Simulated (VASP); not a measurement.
Re:

```
Re
1.0
    -1.54368    1.54368    1.54368
     1.54368   -1.54368    1.54368
     1.54368    1.54368   -1.54368
Re
1
Direct
  0.00000 0.00000 0.00000
```

The cell was built by a generator and needn't be a form met in nature.

| Quantity | Value |
| --- | --- |
| Program | VASP 6.6.1 |
| Task | relaxation of cell and atoms |
| Functional | RPBE |
| Potentials or basis | VASP PAW PBE potentials, release 64 (Re) |
| Cutoff | 600 eV |
| k mesh | 14 × 14 × 14 |
| Occupations | fermi-dirac, width 0.1 eV |
| Spin | no spin polarisation |

At the start: pressure 12.9 GPa; volume 14.71 Å³/atom.

Problem. Where does the relaxation end?

Solution. Over 4 steps the energy falls by 20.1 meV/atom and the volume is 15.23 Å³/atom (+3.5 %); space group Im-3m (No. 229, to 0.05 Å).

Step by step:
```
step  energy change (eV)  largest force (eV/Å)  pressure (GPa)  volume (Å³)
   1              0.0000                0.0000           12.95        14.71
   2              0.2399                0.0000          -33.82        17.39
   3             -0.0200                0.0000           -0.73        15.26
   4             -0.0201                0.0000           -0.02        15.23
```

Final structure:
```
Re
1.0
    -1.56151    1.56151    1.56151
     1.56151   -1.56151    1.56151
     1.56151    1.56151   -1.56151
Re
1
Direct
  0.00000 0.00000 0.00000
```

Caveat: the PAW data sets were made with another functional, which shifts forces and pressure a little.
